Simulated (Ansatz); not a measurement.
**Pressure series in LaAlO3**

The parent structure is LaAlO3 in the cubic perovskite structure (space group Pm-3m, No. 221; a = 3.786 Å).

Cell and atoms are relaxed at each pressure.

Calculations: r2SCAN (Ansatz, a program for electronic structure, PAW, no spin-orbit coupling), earlier PAW set.

```tsv
pressure (GPa)	volume per atom (Å³/atom)
-2	10.962
-1	10.909
0	10.857
3	10.708
7	10.526
30	9.707
50	9.192
75	?
100	8.295
```

Task: Fit the third-order Birch–Murnaghan form P(V) = (3B₀/2)[(V₀/V)^(7/3) − (V₀/V)^(5/3)]·[1 + (3/4)(B₀′ − 4)((V₀/V)^(2/3) − 1)] (squares taken in P) to the rows shown and predict the withheld row.

Result: Least squares on the printed values gives V₀ = 10.857 Å³/atom, B₀ = 213 GPa, B₀′ = 4.1; this predicts 8.692 Å³/atom, and the run gives 8.692 Å³/atom, in agreement.

Load acts through the strain it causes; cell and atoms are relaxed under it. Whether these cells are dynamically stable was not tested. No other phases were tried under pressure. Many cubic perovskites are stable only at high temperature; tilts and polar distortions were not tested.
